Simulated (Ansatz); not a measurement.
**HfN: clamped-ion strain scan**

All numbers below come from DFT PBEsol, scalar-relativistic, plane waves, PAW (Ansatz). The runs took a 420 eV cutoff, a Γ-centred 16×16×16 mesh and Gaussian smearing (0.15 eV). Spin–orbit coupling is left out, which can shift energies with elements as heavy as these. No spin polarisation. Energies are free energies at this smearing, counted from the undisturbed cell; pressure is positive in compression.

Zero of the scan (as given, not relaxed at this level; it stands at -5.0 GPa; this zinc-blende form isn't the usual structure):

```
Hf N
1.0
     0.00000    2.45482    2.45482
     2.45482    0.00000    2.45482
     2.45482    2.45482    0.00000
Hf N
1 1
Direct
  0.00000 0.00000 0.00000
  0.75000 0.75000 0.75000
```

The cell is strained by ε times the Voigt pattern (1, -1, 0, 0, 0, 0) (xx, yy, zz, yz, xz, xy; engineering shear) with fractional coordinates fixed. The cell is metallic on the mesh throughout.

| ε | ΔE (meV/atom) |
| --- | --- |
| -0.1000 | 125.7 |
| -0.0500 | 33.4 |
| 0.0000 | 0.0 |
| 0.0125 | 2.1 |
| 0.0250 | 8.5 |
| 0.0375 | 18.9 |
| 0.0625 | 51.7 |
| 0.0750 | 73.5 |
| 0.0875 | 98.4 |

(1) Predict the stress summed along the pattern (GPa, tension positive) at each point.

Results:

(1)
| ε | stress summed along the pattern (GPa, tension positive) |
| --- | --- |
| -0.1000 | -25.80 |
| -0.0500 | -14.77 |
| 0.0000 | 0.00 |
| 0.0125 | 3.81 |
| 0.0250 | 7.55 |
| 0.0375 | 11.20 |
| 0.0625 | 18.16 |
| 0.0750 | 21.22 |
| 0.0875 | 23.78 |